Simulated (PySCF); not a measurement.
Can point charges reproduce the dipole moment of malononitrile (`N#CCC#N`)?

Coordinates (PBE0-D3(BJ)/def2-SVP, Å) and charges (e) from the PBE0/pcSseg-1 density (PySCF):

| atom | x | y | z | Mulliken | IAO | Hirshfeld | ESP-fitted |
| --- | --- | --- | --- | --- | --- | --- | --- |
| N1 | -2.289 | 0.651 | 0.181 | -0.2178 | -0.2008 | -0.1912 | -0.4383 |
| C2 | -1.238 | 0.176 | 0.114 | +0.0826 | +0.1408 | +0.0941 | +0.4679 |
| C3 | 0.078 | -0.455 | 0.034 | -0.1717 | -0.3206 | +0.0005 | -0.5398 |
| C4 | 1.161 | 0.497 | -0.203 | +0.0827 | +0.1408 | +0.0942 | +0.4708 |
| N5 | 2.034 | 1.231 | -0.391 | -0.2178 | -0.2008 | -0.1912 | -0.4398 |
| H6 | 0.275 | -0.999 | 0.973 | +0.2210 | +0.2203 | +0.0968 | +0.2397 |
| H7 | 0.071 | -1.202 | -0.776 | +0.2210 | +0.2204 | +0.0968 | +0.2394 |

Form Σ q r in debye for every column and set it beside the full dipole.

The full density gives (0.56, -3.77, 0.38) D, 3.83 D in size; dipole vectors point from the negative to the positive end.

| scheme | μx | μy | μz | size (D) | share of the full size (%) | angle to the full dipole (°) |
| --- | --- | --- | --- | --- | --- | --- |
| Mulliken | 0.54 | -3.66 | 0.36 | 3.72 | 97 | 0 |
| IAO | 0.44 | -2.99 | 0.30 | 3.04 | 79 | 0 |
| Hirshfeld | 0.36 | -2.45 | 0.24 | 2.49 | 65 | 0 |
| ESP-fitted | 0.56 | -3.81 | 0.38 | 3.87 | 101 | 0 |

Which set comes closest?

Length of the difference vector: ESP-fitted 0.03 D, Mulliken 0.11 D, IAO 0.79 D, Hirshfeld 1.34 D. Closest: ESP-fitted. ESP charges are fitted to the potential around the molecule, whose slowest-falling term is the dipole's. The schemes that divide the density aren't constrained to reproduce the dipole.

What is left for the Hirshfeld atoms' own dipoles?

The shares of the density sum to the whole, so what Σ q r misses lies in dipoles about the nuclei. The atomic dipoles sum to (0.56, -3.77, 0.38) − (0.36, -2.45, 0.24) = (0.20, -1.32, 0.14) D, 1.34 D in size.

With the origin at the mean of the coordinates, (0.013, -0.015, -0.010) Å, which are the largest single terms, by size, of the Mulliken dipole along the direction of the full one?

H6 +1.17, H7 +1.17, N5 +1.02, N1 +1.02, C3 -0.37 D; all 7 atoms together +3.72 D. The single terms depend on the origin, their sum doesn't.

Give the size of the full dipole in other units.

3.83 D = 1.508 au = 0.798 e·Å = 12.78 × 10⁻³⁰ C·m.

Geometry: PBE0-D3(BJ)/def2-SVP; no solvent, vibrations or thermal averaging.
